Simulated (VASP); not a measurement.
# AlN: convergence, self-consistent run

AlN, F-43m (no. 216), 2 atoms in the cell. R2SCAN; PAW potentials Al, N (PBE set). VASP 6.6.1.

Wanted: energy within 0.2 meV/atom; levels at the zone centre within 0.003 eV.

What the run is for: comparing ways to start; Accuracy asked: tight.

Levels at the zone centre: counted from the valence top at that point.

POSCAR:
```
AlN
1.0
    0.0000000000      2.1839935596      2.1839935596
    2.1839935596      0.0000000000      2.1839935596
    2.1839935596      2.1839935596      0.0000000000
Al N
1 1
Direct
    0.0000000000      0.0000000000      0.0000000000
    0.2500000000      0.2500000000      0.2500000000
```

## How the run starts (with a second run first, the time holds both)

| How the run starts (with a second run first, the time holds both) | Energy less reference (meV/atom) | Levels at the zone centre, largest deviation (eV) | Time (s) |
|---|---|---|---|
| from scratch: 21 SCF iterations | 0.00 | 0.0000 | 34 |
| PBE orbitals (WAVECAR): 11 + 10 SCF iterations | 0.00 | 0.0001 | 28 |
| PBE density (CHGCAR): 11 + 15 SCF iterations | 0.00 | 0.0003 | 29 |
| loose PBE orbitals: 9 + 10 SCF iterations | 0.00 | 0.0001 | 32 |

Chosen: PBE orbitals (WAVECAR): 11 + 10 SCF iterations; it saves 5.7 s of 34, so from scratch: 21 SCF iterations would do nearly as well.

## All choices together

| Input | Energy less reference (meV/atom) | Levels at the zone centre, largest deviation (eV) | Time (s) |
|---|---|---|---|
| chosen settings | 0.00 | 0.0001 | 28 |
| reference settings throughout | 0.00 | 0.0000 | 34 |

The tolerance is met.

Values of the reference run: Levels at the zone centre: 0, 0, 4.892 eV from the valence top at Gamma.

## The input

INCAR.step1:
```
SYSTEM = AlN
  ISMEAR = 0
  SIGMA = 0.03
  LWAVE = .True.
  LCHARG = .True.
  ISIF = 2
  PREC = Accurate
  LASPH = .True.
  LREAL = .False.
  ALGO = Normal
  EDIFF = 1E-5
  NELM = 120
  GGA_COMPAT = .False.
  ENCUT = 580
  EFERMI = MIDGAP
  GGA = PE
```

INCAR.step2, as INCAR.step1 but for:
```
- LWAVE = .True.
- LCHARG = .True.
- EDIFF = 1E-5
- GGA = PE
+ METAGGA = R2SCAN
+ LWAVE = .False.
+ LCHARG = .False.
+ EDIFF = 1E-6
+ LMIXTAU = .True.
+ ISTART = 1
```

KPOINTS:
```
k-points
0
Gamma
  9 9 9
```

Commands (each step's output is kept before the next begins):
```
cat potpaw_PBE.64/Al/POTCAR potpaw_PBE.64/N/POTCAR > POTCAR
cp INCAR.step1 INCAR
mpirun -np 1 vasp_std > vasp.out
cp INCAR.step2 INCAR
mpirun -np 1 vasp_std > vasp.out
```

The chosen input took VASP 6.6.1 28 s on 1 core (Intel Xeon Platinum 8259CL @ 2.50GHz (Skylake/Cascade Lake)), a shared host.
